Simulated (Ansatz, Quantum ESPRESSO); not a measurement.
Given: the input of a run of Quantum ESPRESSO 7.5 (ASE script) on WS2 (Tungstenite). 

Contents of run.py:

```python
import numpy as np
from ase.calculators.espresso import Espresso, EspressoProfile
from ase.io import read

atoms = read('WS2.xyz')

input_data = {
    'control': {'calculation': 'scf', 'prefix': 'pwscf', 'outdir': './tmp', 'tprnfor': True, 'tstress': True, 'disk_io': 'nowf'},
    'system': {'ecutwfc': 55.0, 'ecutrho': 440.0, 'nbnd': 36, 'occupations': 'smearing', 'smearing': 'fd', 'degauss': 0.00367493},
    'electrons': {'conv_thr': 1.2e-09, 'electron_maxstep': 120, 'mixing_beta': 0.5},
}
pseudopotentials = {'W': 'W_pbe_v1.2.uspp.F.UPF', 'S': 's_pbe_v1.4.uspp.F.UPF'}
profile = EspressoProfile(command='pw.x', pseudo_dir='pseudo')
dft = Espresso(profile=profile, input_data=input_data, pseudopotentials=pseudopotentials, kpts=(10, 10, 3), koffset=(0, 0, 0))
atoms.calc = dft

print(f'energy {atoms.get_potential_energy():.8f} eV')
print('forces (eV/A)')
print(np.round(atoms.get_forces(), 6))
print('stress (eV/A^3, Voigt)')
print(np.round(atoms.get_stress(), 8))
print(f'Fermi level {dft.get_fermi_level():.4f} eV')
```

Contents of WS2.xyz:

```xyz
6
Lattice="3.1800000000 0.0000000000 0.0000000000 -1.5900000000 2.7539607840 0.0000000000 0.0000000000 0.0000000000 12.5000000000" Properties=species:S:1:pos:R:3 pbc="T T T"
W      1.5900000002      0.9179869279      9.3750000000
W     -0.0000000002      1.8359738561      3.1250000000
S      1.5900000002      0.9179869279      4.6875000000
S     -0.0000000002      1.8359738561     10.9375000000
S      1.5900000002      0.9179869279      1.5625000000
S     -0.0000000002      1.8359738561      7.8125000000
```

Potentials or basis: SSSP 1.3 efficiency PBE.

Run with:

```bash
$ OMP_NUM_THREADS=1 python run.py
```

**Question.** Translate it to Ansatz 0.2.0. Potentials or basis there: Ansatz PAW, cutoff 300 eV.

**Answer.** As run (cutoffs and basis follow the program's own potentials, and thresholds, step limits or extra output files can differ):

File input.yaml:

```yaml
crystal:
  lattice:
    - [3.18, 0.0, 0.0]
    - [-1.59, 2.753960784, 0.0]
    - [0.0, 0.0, 12.5]
  atoms:
    - { symbol: W, position: [0.6666666667, 0.3333333333, 0.75] }
    - { symbol: W, position: [0.3333333333, 0.6666666667, 0.25] }
    - { symbol: S, position: [0.6666666667, 0.3333333333, 0.375] }
    - { symbol: S, position: [0.3333333333, 0.6666666667, 0.875] }
    - { symbol: S, position: [0.6666666667, 0.3333333333, 0.125] }
    - { symbol: S, position: [0.3333333333, 0.6666666667, 0.625] }
hamiltonian:
  xc: pbe
  pseudopotentials: { kind: paw }
kpoints:
  mp_grid: { grid: [10, 10, 3] }
scf:
  occupations: { method: fermi_dirac, width: 0.05 }
basis:
  ecutwfc: "300 eV"
output:
  forces: true
  stress: true
  eigenvalues: true
```

Potentials or basis: Ansatz PAW.

Launch:

```sh
$ ansatz run input.yaml --threads 2 --pin off --max-ram 5120MiB --backend cpu --events-out ev --progress --plain --runs-dir out
```

Both were run:

|  | Quantum ESPRESSO | Ansatz |
| --- | --- | --- |
| Pressure | 2.5 GPa | 2.5 GPa |
| Largest force | 0.160 eV/Å | 0.146 eV/Å |

Ansatz's pressure holds a Pulay term of +2.06 GPa for its cutoff of 300 eV, which the other run lacks.

Pressure is positive in compression.
